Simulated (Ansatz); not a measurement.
# CdS: the cost of one run

Computed with Ansatz 0.2.0 (DFT PBE, scalar-relativistic, plane waves, PAW, unless a step names another level, unless a step's input says otherwise).

1 further run of the same task is left out (it didn't finish). Runs told in other sessions of the task aren't counted.

**1. The structure to begin with**

The structure is hexagonal, space group P6_3mc (No. 186). The conventional cell has a = 4.197 Å, b = 4.197 Å, c = 6.828 Å, α = 90.00°, β = 90.00°, γ = 120.00°. Around Cd (site symmetry 3m) lie 4 S at 2.57 Å. S (site symmetry 3m) is surrounded by 4 Cd at 2.57 Å.

Coordinates:

```
Cd S
1.0
     4.19712    0.00000    0.00000
    -2.09856    3.63481    0.00000
     0.00000    0.00000    6.82790
Cd S
2 2
Direct
  0.33333 0.66667 0.00416
  0.66667 0.33333 0.50416
  0.33333 0.66667 0.38084
  0.66667 0.33333 0.88084
```

It is the end of an earlier relaxation with the same method, from a generated guess; it needn't be the stable form of this composition. At a tolerance of 0.02 Å it has space group P6_3mc (No. 186); it has 26.04 Å³/atom, an uncorrected energy of -0.66 eV/atom over the elements and, on its mesh, gap 1.11 eV.

**2. Seeking the band edges over the whole zone**

Contents of input.yaml:

```yaml
crystal:
  lattice:
    - [4.1971167966, 0.0, 0.0]
    - [-2.0985583983, 3.6348097685, 0.0]
    - [0.0, 0.0, 6.8279024161]
  atoms:
    - { symbol: Cd, position: [0.3333333333, 0.6666666667, 0.0041597908] }
    - { symbol: Cd, position: [0.6666666667, 0.3333333333, 0.5041597908] }
    - { symbol: S, position: [0.3333333333, 0.6666666667, 0.3808401992] }
    - { symbol: S, position: [0.6666666667, 0.3333333333, 0.8808401992] }
basis:
  ecutwfc: 420
kpoints:
  mp_grid: { grid: [12, 12, 4] }
  band_path: { path: [VBM, CBM], npoints: 2 }
hamiltonian:
  xc: pbe
scf:
  occupations: { method: gaussian, width: 0.02 }
output:
  forces: false
  stress: false
  eigenvalues: true
checkpoint:
  read: start.run
  write: ck
  compress: false
  write_wavefunctions: false
  write_every: 100000
```

Command:

```console
$ ansatz run input.yaml --threads 1 --pin off --max-ram 2560MiB --backend cpu --events-out ev --progress --plain --runs-dir out
```

What time and memory should one allow on 1 thread of Intel Xeon Platinum 8488C (Sapphire Rapids), shared host?

About 12 s, with a peak of 0.43 GiB.
